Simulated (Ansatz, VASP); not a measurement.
## Two plane-wave programs on ZnAu

```
CELL_PARAMETERS angstrom
3.14700 0.00000 0.00000
0.00000 3.14700 0.00000
0.00000 0.00000 3.14700
ATOMIC_POSITIONS crystal
Zn 0.50000 0.50000 0.50000
Au 0.00000 0.00000 0.00000
```

Alike in both runs: task relaxation of cell and atoms; functional LDA; k mesh 14 × 14 × 14; occupations gaussian, width 0.1 eV; no spin polarisation.

|  | VASP | Ansatz |
| --- | --- | --- |
| version | VASP 6.6.1 | Ansatz 0.2.0 |
| potentials or method | VASP PAW LDA potentials, release 64 (Zn, Au) | scalar-relativistic, plane waves, PAW |
| plane-wave cutoff (eV) | 600 | 420 |
| valence electrons in the cell | 23 | 31 |

Ansatz gave:

```
gap on the k mesh at the Fermi level, each at its own relaxed structure (eV) : none
relaxed volume (Å³/atom)                                                     : 14.83
relaxed cell length with the largest relative difference (Å)                 : 3.095
energy change over the relaxation (meV/atom)                                 : -17
```

Q: Which values does VASP return?

A: gap on the k mesh at the Fermi level, each at its own relaxed structure (eV): none; relaxed volume (Å³/atom): 14.91; relaxed cell length with the largest relative difference (Å): 3.101; energy change over the relaxation (meV/atom): -14.

A gap of «none» marks a metal or a gap that the smearing closes. The two sets of potentials don't hold the same shells in valence.

The runs have no spin-orbit coupling, so splittings on Au are missing. LDA usually gives volumes a few per cent too small. Zero-point motion and thermal expansion aren't in these numbers.
